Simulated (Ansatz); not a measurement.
# TiSi2P4 monolayer in a perpendicular field

Aim: how the TiSi2P4 monolayer screens a field along its normal, and what the field does to its bands. A positive field points along +c.

Calculated with Ansatz 0.2.0; plane-wave DFT, PBE-D3(BJ), Ansatz PAW.

### Step 1. The starting structure

The cell holds 7 atoms: 4 P, 2 Si and 1 Ti. Its edges and angles: a = 3.480 Å, b = 3.480 Å, c = 47.951 Å, α = 90.0°, β = 90.0°, γ = 120.0°. Vacuum lies along c.

### Step 2. Relaxing the slab

The starting cell is a guess, so the in-plane lattice and the atoms are relaxed first, with the slab cut off from its images along the normal.

The input, input.yaml:

```yaml
crystal:
  lattice:
    - [3.48, 0.0, 0.0]
    - [-1.74, 3.0137684052, 0.0]
    - [0.0, 0.0, 47.9505076789]
  atoms:
    - { symbol: P, position: [0.0, 0.0, 0.4118830218] }
    - { symbol: Si, position: [0.3333333333, 0.6666666667, 0.4253226655] }
    - { symbol: P, position: [0.3333333333, 0.6666666667, 0.4693263706] }
    - { symbol: Ti, position: [0.0, 0.0, 0.5] }
    - { symbol: P, position: [0.3333333333, 0.6666666667, 0.5306736294] }
    - { symbol: Si, position: [0.3333333333, 0.6666666667, 0.5746773345] }
    - { symbol: P, position: [0.0, 0.0, 0.5881169782] }
  periodic: [true, true, false]
kpoints:
  mp_grid: { grid: [12, 12, 1] }
hamiltonian:
  xc: pbe
  dispersion: d3bj
scf:
  occupations: { method: fermi_dirac, width: 0.05 }
  convergence: { dr2_threshold: 1.0e-09 }
relax:
  f_tol: 0.004
  max_steps: 90
  cell: {}
output:
  write_potential: true
  write_density: true
  volumetric_format: npy
```

Run with:

```sh
$ ansatz run input.yaml --threads 2 --pin off --max-ram 3072MiB --backend cpu --events-out ev --progress --plain --runs-dir out
```

Numbers of over 12 decimals in the logs are rounded to 6 here.

The log of the run:

```text
Warning: relax.cell: scf.convergence.dr2_threshold = 1e-9 eV is looser than the 2.05627596295e-10 eV advised for a relaxation that steers and ends on the stress (1e-10 eV for each atom of the cell: 7, times the square of relax.cell.stress_2d_tol = 0.05 N/m over 18.5 Å (the atoms' height at the walk's start and 5 Å past either face), 2.710e-2 GPa, over a crystal's default 0.05). What an SCF threshold leaves in a stress goes as its square root, and in the free energy as the threshold itself, and one threshold admits the most on a small cell: [figures from the program's tests cut] Set scf.convergence.dr2_threshold to 2.05627596295e-10 eV or tighter. [rest of the remark cut]
Engine: ansatz 0.2.0, aarch64-unknown-linux-gnu
Pseudopotentials: kind: paw
Pseudopotential: P, paw, valence charge 5, recommended cutoff 420 eV (normal), P.paw.azcp
Pseudopotential: Si, paw, valence charge 4, recommended cutoff 420 eV (normal), Si.paw.azcp
Pseudopotential: Ti, paw, valence charge 12, recommended cutoff 420 eV (normal), Ti.paw.azcp
Functional definition: PBE
  parameter kappa = 0.804
  parameter beta = 0.066725
  exchange = pbe_x(kappa = kappa, mu = beta*pi^2/3)
  correlation = pbe_c(beta = beta)
Crystal: 7 atoms, lattice volume = 502.901 Å³
Basis set: ecut = 420 eV, 9815 PW (Γ), exchange–correlation on 48×48×648 points (8 copies of the dense FFT grid, shifted against one another)
Bands: 27, of which v1, the nominal top of the filled ones, is band 20 counted from 1 (19 counted from 0)
Symmetry: 12 space group operations
Space group: P-6m2 (ITA 187), of the structure as read, at distance tolerance 8.0e-5 Å
k-points: 19 of 144 (time reversal used)
Non-local potential: P, projectors of the file, l = 0: 2, l = 1: 2, l = 2: 2
Non-local potential: Si, projectors of the file, l = 0: 2, l = 1: 2, l = 2: 2
Non-local potential: Ti, projectors of the file, l = 0: 3, l = 1: 2, l = 2: 3, l = 3: 1
PAW form: soft (Blöchl's): semilocal exchange-correlation on the pseudo side does not see the compensation charge
PAW one-centre angular grid: P, 110 points (default); XC on 64 Gauss nodes
PAW one-centre angular grid: Si, 110 points (default); XC on 64 Gauss nodes
PAW one-centre angular grid: Ti, 590 points (default); XC on 64 Gauss nodes
Initial density: superposition of atomic densities (neutral atoms: chi_scale 0, normalization atom), corrected by the library's trained network
Initial wavefunctions: pseudopotential atomic-orbital guess
Functional: x = pbe(κ = 0.804, μ = 0.219515), c = pbe(β = 0.066725)
SCF iter   1: F=—  HF=-6797.104490 eV  |F-HF|=—  |Δ(HF+E_count)|=         —  Δρ=3.36e-3  dr2=8.64e-2  ethr=1.77e-3  ⟨swp⟩=15.5  Hψ=4688  notcnv=0  defer=1
preconditioner: auto → LDOS  [metal: Δε(μ)=0.110 eV  Ē_g=7.830 eV  σ=0.050 eV  W_gap=0.43  n_scr=26 (ndim 8)  ℏωp=9.4 eV  f_vac=0.733  D(μ)=0.85/eV (n_scr^D=8)  β→1.0]
SCF iter   2: F=—  HF=-6797.128343 eV  |F-HF|=—  |Δ(HF+E_count)|=   2.39e-2  Δρ=2.52e-3  dr2=3.53e-1  ethr=2.16e-4  ⟨swp⟩=4.9  Hψ=1386  notcnv=0  defer=17  recentre
SCF iter   3: F=—  HF=-6797.098337 eV  |F-HF|=—  |Δ(HF+E_count)|=   3.00e-2  Δρ=1.44e-3  dr2=1.95e-2  ethr=2.16e-4  ⟨swp⟩=4.1  Hψ=978  notcnv=0  defer=17
SCF iter   4: F=—  HF=-6797.097862 eV  |F-HF|=—  |Δ(HF+E_count)|=   4.75e-4  Δρ=2.91e-4  dr2=8.23e-4  ethr=4.89e-5  ⟨swp⟩=2.1  Hψ=878  notcnv=0  defer=17
SCF iter   5: F=—  HF=-6797.097757 eV  |F-HF|=—  |Δ(HF+E_count)|=   1.05e-4  Δρ=5.65e-5  dr2=3.25e-5  ethr=2.06e-6  ⟨swp⟩=3.3  Hψ=1062  notcnv=0  defer=17
SCF iter   6: F=—  HF=-6797.097898 eV  |F-HF|=—  |Δ(HF+E_count)|=   1.42e-4  Δρ=3.08e-5  dr2=1.22e-5  ethr=8.11e-8  ⟨swp⟩=3.5  Hψ=1125  notcnv=0  defer=17
SCF iter   7: F=—  HF=-6797.097907 eV  |F-HF|=—  |Δ(HF+E_count)|=   8.67e-6  Δρ=1.11e-5  dr2=8.01e-7  ethr=3.06e-8  ⟨swp⟩=2.3  Hψ=780  notcnv=0  defer=17
SCF iter   8: F=—  HF=-6797.098005 eV  |F-HF|=—  |Δ(HF+E_count)|=   9.80e-5  Δρ=3.79e-6  dr2=1.03e-7  ethr=2.00e-9  ⟨swp⟩=3.4  Hψ=1060  notcnv=0  defer=17
SCF iter   9: F=—  HF=-6797.098005 eV  |F-HF|=—  |Δ(HF+E_count)|=   2.95e-7  Δρ=1.16e-6  dr2=7.33e-9  ethr=2.57e-10  ⟨swp⟩=3.4  Hψ=1077  notcnv=0  defer=17
SCF iter  10: F=-6797.098005 eV  HF=-6797.098005 eV  |F-HF|=2.59e-9  |Δ(HF+E_count)|=   5.05e-8  Δρ=2.48e-7  dr2=2.60e-10  ethr=2.50e-12  ⟨swp⟩=13.3  Hψ=4567  notcnv=0
SCF 1 converged in 10 iterations: F = -6797.098005 eV  dr2 = 2.60e-10
  greatest PAW one-centre occupation: 0.999 electrons in one spin orbital (limit 2), on the Ti atom at site 3 (counted from 0), in its partial waves of l = 0
relax step   1: F+E_penalty+E_count = -6797.09800534 eV  Δ(F+E_penalty+E_count) = +0.000e0 eV  max|allowed force component| = 3.556e0 eV/Å  Δτ_max = 0.0000 Å  P = +14.022 N/m  Ω = 502.901 Å³  fix = [c, alpha, beta]  reactions: c +0.000 N/m  (10 SCF iters, accepted)
Crystal: 7 atoms, lattice volume = 507.978 Å³
Basis set: ecut = 420 eV, 9911 PW (Γ), exchange–correlation on 48×48×648 points (8 copies of the dense FFT grid, shifted against one another)
Initial density: handed on by an earlier stage of this run
Initial wavefunctions: those handed on with the density
iter 1 solved again at ethr=9.05e-4 eV; its pass at ethr=3.10e-3 eV (dr2=3.62e-1 eV) is discarded
SCF iter   1: F=—  HF=-6798.575809 eV  |F-HF|=—  |Δ(HF+E_count)|=         —  Δρ=5.69e-3  dr2=3.48e-1  ethr=9.05e-4  ⟨swp⟩=1.7  Hψ=4766  notcnv=0
preconditioner: auto → LDOS  [metal: Δε(μ)=0.085 eV  Ē_g=7.680 eV  σ=0.050 eV  W_gap=0.40  n_scr=26 (ndim 8)  ℏωp=9.3 eV  f_vac=0.726  D(μ)=0.66/eV (n_scr^D=6)  β→1.0]
SCF iter   2: F=—  HF=-6798.811395 eV  |F-HF|=—  |Δ(HF+E_count)|=   2.36e-1  Δρ=8.02e-3  dr2=1.62e0  ethr=8.69e-4  ⟨swp⟩=6.1  Hψ=1637  notcnv=0  recentre
SCF iter   3: F=—  HF=-6798.520385 eV  |F-HF|=—  |Δ(HF+E_count)|=   2.91e-1  Δρ=2.20e-3  dr2=7.71e-2  ethr=8.69e-4  ⟨swp⟩=4.9  Hψ=1416  notcnv=0  defer=21
SCF iter   4: F=—  HF=-6798.509477 eV  |F-HF|=—  |Δ(HF+E_count)|=   1.09e-2  Δρ=8.13e-4  dr2=1.53e-2  ethr=1.93e-4  ⟨swp⟩=3.9  Hψ=1016  notcnv=0  defer=21
SCF iter   5: F=—  HF=-6798.508017 eV  |F-HF|=—  |Δ(HF+E_count)|=   1.46e-3  Δρ=1.65e-4  dr2=1.09e-4  ethr=3.82e-5  ⟨swp⟩=2.7  Hψ=851  notcnv=0  defer=21
SCF iter   6: F=—  HF=-6798.508103 eV  |F-HF|=—  |Δ(HF+E_count)|=   8.60e-5  Δρ=5.56e-5  dr2=2.88e-5  ethr=2.71e-7  ⟨swp⟩=3.4  Hψ=1165  notcnv=0  defer=21
SCF iter   7: F=—  HF=-6798.508267 eV  |F-HF|=—  |Δ(HF+E_count)|=   1.64e-4  Δρ=1.47e-5  dr2=5.19e-6  ethr=7.19e-8  ⟨swp⟩=3.2  Hψ=988  notcnv=0  defer=21
SCF iter   8: F=—  HF=-6798.508266 eV  |F-HF|=—  |Δ(HF+E_count)|=   5.37e-7  Δρ=4.34e-6  dr2=2.35e-7  ethr=1.30e-8  ⟨swp⟩=2.8  Hψ=851  notcnv=0  defer=21
[...]
SCF iter   8: F=—  HF=-6798.802770 eV  |F-HF|=—  |Δ(HF+E_count)|=   2.97e-7  Δρ=1.93e-6  dr2=1.53e-8  ethr=4.35e-10  ⟨swp⟩=3.1  Hψ=1079  notcnv=0  defer=27
SCF iter   9: F=—  HF=-6798.802771 eV  |F-HF|=—  |Δ(HF+E_count)|=   6.59e-8  Δρ=6.39e-7  dr2=2.82e-9  ethr=3.82e-11  ⟨swp⟩=2.6  Hψ=1002  notcnv=0  defer=27
SCF iter  10: F=-6798.802771 eV  HF=-6798.802771 eV  |F-HF|=2.39e-9  |Δ(HF+E_count)|=   6.54e-9  Δρ=1.47e-7  dr2=1.49e-10  ethr=2.50e-12  ⟨swp⟩=11.9  Hψ=4145  notcnv=0
SCF 3 converged in 10 iterations: F = -6798.802771 eV  dr2 = 1.49e-10
relax step   3: F+E_penalty+E_count = -6798.80277055 eV  Δ(F+E_penalty+E_count) = -2.944e-1 eV  max|allowed force component| = 5.288e-1 eV/Å  Δτ_max = 0.1946 Å  P = +1.399 N/m  Ω = 506.893 Å³  energy of the carried Pulay correction = -1.448e-4 eV  fix = [c, alpha, beta]  reactions: c +0.000 N/m  (10 SCF iters, accepted)
[...]
relax step   4: F+E_penalty+E_count = -6798.83449145 eV  Δ(F+E_penalty+E_count) = -3.172e-2 eV  max|allowed force component| = 1.366e-1 eV/Å  Δτ_max = 0.0710 Å  P = -0.222 N/m  Ω = 510.283 Å³  energy of the carried Pulay correction = -2.670e-4 eV  fix = [c, alpha, beta]  reactions: c -0.000 N/m  (11 SCF iters, accepted)
[...]
relax step   5: F+E_penalty+E_count = -6798.83564884 eV  Δ(F+E_penalty+E_count) = -1.157e-3 eV  max|allowed force component| = 3.558e-2 eV/Å  Δτ_max = 0.0070 Å  P = -0.009 N/m  Ω = 509.876 Å³  energy of the carried Pulay correction = -2.524e-4 eV  fix = [c, alpha, beta]  reactions: c -0.000 N/m  (9 SCF iters, accepted)
[...]
relax step   6: F+E_penalty+E_count = -6798.83571269 eV  Δ(F+E_penalty+E_count) = -6.385e-5 eV  max|allowed force component| = 1.197e-3 eV/Å  Δτ_max = 0.0018 Å  P = +0.028 N/m  Ω = 509.932 Å³  energy of the carried Pulay correction = -2.544e-4 eV  fix = [c, alpha, beta]  reactions: c +0.000 N/m  (7 SCF iters, accepted)
Initial wavefunctions: pseudopotential atomic-orbital guess (no wavefunctions were taken with the density)
iter 1 solved again at ethr=7.93e-7 eV; its pass at ethr=3.10e-3 eV (dr2=3.17e-4 eV) is discarded
SCF iter   1: F=—  HF=-6798.835422 eV  |F-HF|=—  |Δ(HF+E_count)|=         —  Δρ=2.50e-5  dr2=1.34e-7  ethr=7.93e-7  ⟨swp⟩=5.2  Hψ=6263  notcnv=0
eigensolver tolerance schedule: the retry pair's looser diagonalisation over-reported the residual by 2361.70 of it (diagonalisation noise at 1.53 of the residual, at the tolerance the schedule requests for it); recorded, not acted on — ethr = c·dr2/N_el stays at c = 1.0e-1
preconditioner: auto → LDOS  [metal: Δε(μ)=0.089 eV  Ē_g=7.478 eV  σ=0.050 eV  W_gap=0.36  n_scr=26 (ndim 8)  ℏωp=9.3 eV  f_vac=0.718  D(μ)=0.96/eV (n_scr^D=8)  β→1.0]
SCF iter   2: F=—  HF=-6798.835974 eV  |F-HF|=—  |Δ(HF+E_count)|=   5.52e-4  Δρ=4.54e-6  dr2=2.65e-7  ethr=3.36e-10  ⟨swp⟩=5.5  Hψ=1897  notcnv=0
SCF iter   3: F=—  HF=-6798.835974 eV  |F-HF|=—  |Δ(HF+E_count)|=   4.58e-8  Δρ=1.92e-6  dr2=1.13e-7  ethr=3.36e-10  ⟨swp⟩=2.5  Hψ=889  notcnv=0
SCF iter   4: F=—  HF=-6798.835973 eV  |F-HF|=—  |Δ(HF+E_count)|=   1.13e-6  Δρ=8.41e-7  dr2=1.37e-8  ethr=2.83e-10  ⟨swp⟩=3.1  Hψ=892  notcnv=0
SCF iter   5: F=—  HF=-6798.835974 eV  |F-HF|=—  |Δ(HF+E_count)|=   9.01e-7  Δρ=2.91e-7  dr2=1.34e-9  ethr=3.44e-11  ⟨swp⟩=2.6  Hψ=837  notcnv=0
SCF iter   6: F=-6798.835974 eV  HF=-6798.835974 eV  |F-HF|=4.16e-8  |Δ(HF+E_count)|=   1.69e-7  Δρ=1.32e-7  dr2=1.20e-10  ethr=2.50e-12  ⟨swp⟩=14.5  Hψ=4490  notcnv=0
SCF 7 converged in 6 iterations: F = -6798.835974 eV  dr2 = 1.20e-10
relax step   7: F+E_penalty+E_count = -6798.83597441 eV  Δ(F+E_penalty+E_count) = -2.617e-4 eV  max|allowed force component| = 1.240e-3 eV/Å  Δτ_max = 0.0000 Å  P = +0.031 N/m  Ω = 509.932 Å³  fix = [c, alpha, beta]  reactions: c +0.000 N/m  stress off target by 3.14e-2 N/m on what of the cell is left free  SCF on the basis re-selected at this cell (its energy is not comparable with the rows above)  (6 SCF iters)
basis re-selected at this cell: Δ(F+E_penalty+E_count) = -2.617e-4 eV, ΔP = +0.003 N/m vs the last step (what re-selecting the basis moved, of the pressure what is left beyond the Pulay correction that the steps carried, after the strain that the cell walked since its last selection, with what the two solves' SCF thresholds leave and, on support functions, any second-order correction that the steps lacked; it is no m [...]
WARN: The input density's exchange-correlation potential varies sharply where the density is thin. Do not read a vacuum level from v_tot or v_xc, or from such a field of the output density. On a cell that repeats whose density bears no net charge and no dipole along the vacuum's axis use v_es (v_loc + v_h of the components); under efield.dipole_correction with no amplitude use v_es + v_field, which holds any external [...]
SCF converged after 6 iterations
Free energy (F): -6798.835974 eV
Harris-Foulkes:  -6798.835974 eV  (|F-HF|=4.16e-8)
Internal energy: -6798.827957 eV  (E = F + TS)
E sigma→0 (E₀):  -6798.831966 eV
Entropy (-TS):   -0.008017 eV (-1.145 meV/atom)
Fermi energy:    -5.555980 eV
--- Per-component energies (eV) ---
  E_band       = -692.841273
  E_kinetic    = 638.601533
  E_local      = -118104.233848  (includes V_loc(G=0)·N_el)
  E_nonlocal   = 194.909508
  E_hartree    = 58622.230206
  E_xc         = -455.782792
  E_vxc        = -460.995395  (∫ρ·V_xc dr)
  E_paw        = -4350.440116  (= ΣΔE_a)
  E_vpaw       = -205.582506  (= ΣTr[D̂ρ^β])
  E_aug_tail   = 0.000142  (compensation charges beyond the density's cutoff)
  E_ewald      = 56658.266028
  E_disp       = -2.378617  (pairwise vdW)
  E_smearing   = -0.008017  (= −TS)
  E_closure    = 0.000000  (closes the sum)
  Σ components = -6798.835974   (vs F -6798.835974, Δ=0.00e0)
--- Forces (eV/Å), atoms counted from 1 ---
  atom   1  P     -0.00000000    -0.00000000     0.00123960
  atom   2  Si    -0.00000000     0.00000000     0.00021193
  atom   3  P      0.00000000    -0.00000000    -0.00086669
  atom   4  Ti     0.00000000    -0.00000000     0.00000000
  atom   5  P      0.00000000    -0.00000000     0.00086669
  atom   6  Si    -0.00000000     0.00000000    -0.00021193
  atom   7  P     -0.00000000    -0.00000000    -0.00123960
  max |Σ_I F_I| component: 4.90e-16 eV/Å
--- 2D stress c σ (N/m, compression-positive) ---
        0.031368       0.000000       0.000000
        0.000000       0.031368       0.000000
        0.000000       0.000000       0.000000
  P = ½ c Tr σ = 0.0314 N/m
--- Band table (eV; the first three rows and the last of 19) ---
  k-point 0: bands = [... 16 lower, -6.3658, -6.3401, -5.5316, -5.5316, -4.7461, -2.7346, -2.7346, -2.5427, ... 3 higher]
  k-point 1: bands = [... 16 lower, -6.4812, -6.3525, -5.6794, -5.6443, -4.7264, -2.9176, -2.7790, -2.5603, ... 3 higher]
  k-point 2: bands = [... 16 lower, -6.4963, -6.4918, -6.1023, -5.9192, -4.8344, -3.1956, -3.1922, -2.5505, ... 3 higher]
  k-point 18: bands = [... 16 lower, -8.0508, -8.0492, -6.8010, -6.1476, -4.4869, -3.7283, -3.5434, -3.4268, ... 3 higher]
  the weakly bound empty levels are not read free of the cell's end (no_gap_told)
--- Relaxed structure (6 steps of the walk, 6 accepted, 1 SCFs on fresh bases) ---
  F+E_penalty+E_count = -6798.83597441 eV   max|allowed force component| = 1.240e-3 eV/Å   (the final SCF, on the basis selected at the relaxed cell)
  cell:  # Å, volume = 509.9320 Å³
    - [3.504243, 0.0, 0.0]
    - [-1.752121, 3.034763, 0.0]
    - [0.0, 0.0, 47.9505076789]
  atoms:
    - { symbol: P, position: [1.0573552618554981e-17, -5.135725556199063e-17, 0.402636] }
    - { symbol: Si, position: [0.333333, 0.666667, 0.423714] }
    - { symbol: P, position: [0.333333, 0.666667, 0.470327] }
    - { symbol: Ti, position: [1.0573552618555e-17, -5.135725556199063e-17, 0.500000] }
    - { symbol: P, position: [0.333333, 0.666667, 0.529673] }
    - { symbol: Si, position: [0.333333, 0.666667, 0.576286] }
    - { symbol: P, position: [1.0573552618554981e-17, -5.135725556199063e-17, 0.597364] }
```

Elapsed: 1.9 min, on 2 threads of Arm Neoverse V1, shared host; peak memory 0.73 GiB; 3.8 min of CPU time.

Step by step:

| step | energy less that of the first step (eV) | largest force component (eV/Å) | volume (Å³) |
| --- | --- | --- | --- |
| 1 | 0.0000 | 3.5559 | 502.90 |
| 2 | -1.4104 | 1.6113 | 507.98 |
| 3 | -1.7048 | 0.5288 | 506.89 |
| 4 | -1.7365 | 0.1366 | 510.28 |
| 5 | -1.7376 | 0.0356 | 509.88 |
| 6 | -1.7377 | 0.0012 | 509.93 |
| 7* | -1.7380 | 0.0012 | 509.93 |

Relaxation steps marked * repeat the geometry before them on a plane-wave basis chosen anew for their cell, so energy and pressure can jump there.

The run keeps the 12 symmetry operations that it works with, so distortions that break them were not tested.

| cell as run | before | after | change |
| --- | --- | --- | --- |
| a (Å) | 3.480 | 3.504 | +0.7 % |
| b (Å) | 3.480 | 3.504 | +0.7 % |

The atoms that moved most (Å, along periodic axes as changes of fractional coordinates times the final cell, across vacuum about the mean position):

| atom | dx | dy | dz | length |
| --- | --- | --- | --- | --- |
| P1 | 0.000 | 0.000 | -0.443 | 0.443 |
| P7 | 0.000 | 0.000 | 0.443 | 0.443 |
| Si2 | 0.000 | 0.000 | -0.077 | 0.077 |
| Si6 | 0.000 | 0.000 | 0.077 | 0.077 |
| P5 | 0.000 | 0.000 | -0.048 | 0.048 |
| P3 | 0.000 | 0.000 | 0.048 | 0.048 |

Final coordinates:

```cif
data_structure
_symmetry_space_group_name_H-M 'P 1'
_symmetry_Int_Tables_number 1
_cell_length_a 3.5042
_cell_length_b 3.5042
_cell_length_c 47.9505
_cell_angle_alpha 90.000
_cell_angle_beta 90.000
_cell_angle_gamma 120.000
_cell_volume 509.93
loop_
_atom_site_label
_atom_site_type_symbol
_atom_site_fract_x
_atom_site_fract_y
_atom_site_fract_z
_atom_site_occupancy
P1 P 0.00000 0.00000 0.40264 1
Si2 Si 0.33333 0.66667 0.42371 1
P3 P 0.33333 0.66667 0.47033 1
Ti4 Ti 0.00000 0.00000 0.50000 1
P5 P 0.33333 0.66667 0.52967 1
Si6 Si 0.33333 0.66667 0.57629 1
P7 P 0.00000 0.00000 0.59736 1
```

This step gave:

* energy at zero smearing: -6798.8320 eV

The lattice constant a goes from 3.480 to 3.504 Å.

(Part 1 of 2 ends here.)

[Logs are printed without paths, hosts, clocks, repeated set-up lines and the standing remarks that a program may print on its own settings, such as how far it seeks lower states.]

[Hosts, paths, dates, database ids (printed as entryN), source tags and the programs' standing remarks are cut or masked in the printed files.]

[Maps of the electrostatic potential energy from Ansatz leave out the sawtooth potential of an applied field or a dipole correction, so their vacuum need not be flat; planar profiles and work functions include it.]
